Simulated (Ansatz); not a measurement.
# Convergence notes, G0W0 on AlN (zincblende)

AlN built on the zincblende prototype, relaxed with r2SCAN; one-shot G0W0 in Ansatz without spin-orbit coupling. Calculated for a static, non-magnetic cell.

```yaml
crystal:
  lattice:
    - [0.00000, 2.18488, 2.18488]
    - [2.18488, 0.00000, 2.18488]
    - [2.18488, 2.18488, 0.00000]
  atoms:
    - { symbol: Al, position: [0.00000, 0.00000, 0.00000] }
    - { symbol: N, position: [0.25000, 0.25000, 0.25000] }
```

Gaps are read over the mesh points alone. G0W0 values are finite-basis, finite-mesh values.
```json
{"start": "PBE", "potentials": "PAW", "frequency model": "contour deformation", "mesh": "6×6×6", "empty bands": "47", "screening cutoff (eV)": "100", "Kohn-Sham gap (eV)": "3.32", "G0W0 gap (eV)": "4.50"}
{"start": "PBE", "potentials": "PAW", "frequency model": "contour deformation", "mesh": "6×6×6", "empty bands": "114", "screening cutoff (eV)": "180", "Kohn-Sham gap (eV)": "3.32", "G0W0 gap (eV)": "4.74"}
{"start": "PBE", "potentials": "PAW", "frequency model": "contour deformation", "mesh": "6×6×6", "empty bands": "221", "screening cutoff (eV)": "260", "Kohn-Sham gap (eV)": "3.32", "G0W0 gap (eV)": "4.85"}
{"start": "HSE06", "potentials": "PAW", "frequency model": "contour deformation", "mesh": "6×6×6", "empty bands": "114", "screening cutoff (eV)": "180", "Kohn-Sham gap (eV)": "4.55", "G0W0 gap (eV)": "5.37"}
{"start": "r2SCAN", "potentials": "PAW", "frequency model": "contour deformation", "mesh": "6×6×6", "empty bands": "114", "screening cutoff (eV)": "180", "Kohn-Sham gap (eV)": "3.94", "G0W0 gap (eV)": "5.05"}
{"start": "PBE0", "potentials": "PAW", "frequency model": "contour deformation", "mesh": "6×6×6", "empty bands": "114", "screening cutoff (eV)": "180", "Kohn-Sham gap (eV)": "5.29", "G0W0 gap (eV)": "5.57"}
{"start": "PBE", "potentials": "PAW", "frequency model": "Godby-Needs pole", "mesh": "6×6×6", "empty bands": "114", "screening cutoff (eV)": "180", "Kohn-Sham gap (eV)": "3.32", "G0W0 gap (eV)": "4.65"}
{"start": "PBE", "potentials": "PAW", "frequency model": "contour deformation", "mesh": "10×10×10", "empty bands": "33", "screening cutoff (eV)": "80", "Kohn-Sham gap (eV)": "3.33", "G0W0 gap (eV)": "4.40"}
{"start": "PBE", "potentials": "norm-conserving", "frequency model": "contour deformation", "mesh": "6×6×6", "empty bands": "114", "screening cutoff (eV)": "180", "Kohn-Sham gap (eV)": "3.31", "G0W0 gap (eV)": "4.75"}
```

The quasiparticle gap on this mesh is 4.85 eV (Γ to X), against 3.32 eV from PBE: +1.53 eV. Renormalisation factors Z lie between 0.75 and 0.83.

Raising bands and cutoff together moves the gap by +0.24 eV (100 to 180 eV), then +0.11 eV (180 to 260 eV); the last step is still large, so the basis limit isn't reached. Starting from HSE06 (4.55 eV against PBE's 3.32 eV) gives 5.37 eV, +0.63 eV from G0W0@PBE at the same screening cutoff. Starting from r2SCAN (3.94 eV against PBE's 3.32 eV) gives 5.05 eV, +0.31 eV from G0W0@PBE at the same screening cutoff. Starting from PBE0 (5.29 eV against PBE's 3.32 eV) gives 5.57 eV, +0.83 eV from G0W0@PBE at the same screening cutoff. The Godby-Needs plasmon pole differs from contour deformation by -0.09 eV. Norm-conserving potentials (wave cutoff 1240 eV against 420 eV) shift the quasiparticle gap by +0.01 eV and the PBE gap by -0.01 eV. r2SCAN runs take a wave cutoff of 500 eV.
